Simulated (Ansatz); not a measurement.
# EuS: the cost of one run

Computed with Ansatz 0.2.0 (DFT PBE+U (U_eff = 6 eV on Eu 4f), scalar-relativistic, plane waves, PAW, unless a step's input says otherwise).

The COD entry's cell or inner coordinates are ideal or old and differ from later refinements, so a difference from it is no clean test against experiment.

## (1) The system as given

Symmetry: Fm-3m, No. 225, cubic system. The conventional cell has a = 5.957 Å, b = 5.957 Å, c = 5.957 Å, α = 90.00°, β = 90.00°, γ = 90.00°. Eu (site symmetry m-3m) is surrounded by 6 S at 2.98 Å. Around S (site symmetry m-3m) lie 6 Eu at 2.98 Å.

As a file:

```
Eu S
1.0
     0.00000    2.97850    2.97850
     2.97850    0.00000    2.97850
     2.97850    2.97850    0.00000
Eu S
1 1
Cartesian
  0.0000 0.0000 0.0000
  2.9785 2.9785 2.9785
```

The moments start at Eu 7.00 μB.

## (2) A coarse mesh, to find the state of the open shells

The input, input.yaml:

```yaml
crystal:
  lattice:
    - [0.0, 2.9785, 2.9785]
    - [2.9785, 0.0, 2.9785]
    - [2.9785, 2.9785, 0.0]
  atoms:
    - { symbol: Eu, position: [0.0, 0.0, 0.0], spin: 7.0 }
    - { symbol: S, position: [0.5, 0.5, 0.5] }
basis:
  ecutwfc: 420
  ecutrho_ratio: 4
kpoints:
  mp_grid: { grid: [4, 4, 4] }
hamiltonian:
  xc: pbe
  hubbard: { sites: [{ species: Eu, l: f, u_eff: 6.0 }] }
scf:
  occupations: { method: gaussian, width: 0.05 }
output:
  forces: true
  stress: true
  eigenvalues: true
  populations: true
  hubbard: { sites: [{ species: Eu, l: f }] }
magnetization:
  spin_polarized: true
```

Command:

```console
$ ansatz run input.yaml --threads 2 --pin off --max-ram 5120MiB --backend cpu --events-out ev --progress --plain --runs-dir out
```

Q: Estimate wall time and peak memory on 2 threads of Intel Xeon 6975P-C (Granite Rapids), shared host.

About 2.8 s, with a peak of 0.41 GiB.
